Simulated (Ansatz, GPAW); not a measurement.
This is a calculation of Na for Ansatz 0.2.0. 

input.yaml

```yaml
crystal:
  lattice:
    - [-2.141, 2.141, 2.141]
    - [2.141, -2.141, 2.141]
    - [2.141, 2.141, -2.141]
  atoms:
    - { symbol: Na, position: [0.0, 0.0, 0.0] }
kpoints:
  mp_grid: { grid: [9, 9, 9] }
scf:
  occupations: { method: gaussian, width: 0.05 }
hamiltonian:
  xc: pbesol
  pseudopotentials: { kind: all_electron, lapw: { basis_error: 0.001 } }
output:
  forces: true
  stress: true
  eigenvalues: true
```

Potentials or basis: all-electron LAPW, scalar-relativistic.

Command:

```console
$ ansatz run input.yaml --threads 1 --pin off --max-ram 3072MiB --backend cpu --events-out ev --progress --plain --runs-dir out
```

Question: Set up the same calculation for GPAW 26.7.0 (ASE script). Potentials or basis there: PAW data sets generated for this functional, cutoff 800 eV.

Answer: As run (cutoffs and basis follow the program's own potentials, and thresholds, step limits or extra output files can differ):

run.py

```python
from ase import Atoms
from ase.dft.bandgap import bandgap
from ase.io import write
from ase.units import GPa
from gpaw import GPAW, PW, setup_paths

setup_paths.insert(0, '.')

atoms = Atoms(['Na'],
              cell=[[-2.141, 2.141, 2.141],
                    [2.141, -2.141, 2.141],
                    [2.141, 2.141, -2.141]],
              scaled_positions=[[0.0, 0.0, 0.0]],
              pbc=True)

calc = GPAW(mode=PW(800),
            xc='PBEsol',
            kpts={'size': (9, 9, 9), 'gamma': True},
            occupations={'name': 'methfessel-paxton', 'order': 0, 'width': 0.05},
            nbands=10,
            convergence={'density': 1e-05, 'energy': 1e-05},
            maxiter=150,
            txt='gpaw.txt')
atoms.calc = calc
energy = atoms.get_potential_energy()
forces = atoms.get_forces()
stress = atoms.get_stress()
calc.write('gs.gpw')
write('result.traj', atoms)
print(f'Energy: {energy:.6f} eV')
print('Forces (eV/A):')
print(forces.round(4))
print('Stress (GPa):', (stress / GPa).round(3))
print('Fermi level:', round(calc.get_fermi_level(), 4), 'eV')
print(f'Gap: {bandgap(calc)[0]:.4f} eV, direct: {bandgap(calc, direct=True)[0]:.4f} eV')
```

Potentials or basis: PAW data sets generated in the run's folder for this functional, pw.

Command:

```bash
$ gpaw-setup -f PBEsol Na
$ OMP_NUM_THREADS=1 python run.py
```

Both were run:

|  | Ansatz | GPAW |
| --- | --- | --- |
| Pressure | -0.5 GPa | -0.5 GPa |

Where Ansatz's input types no cutoff or centring, it takes its own default and a Γ-centred mesh.

Pressure is positive in compression.
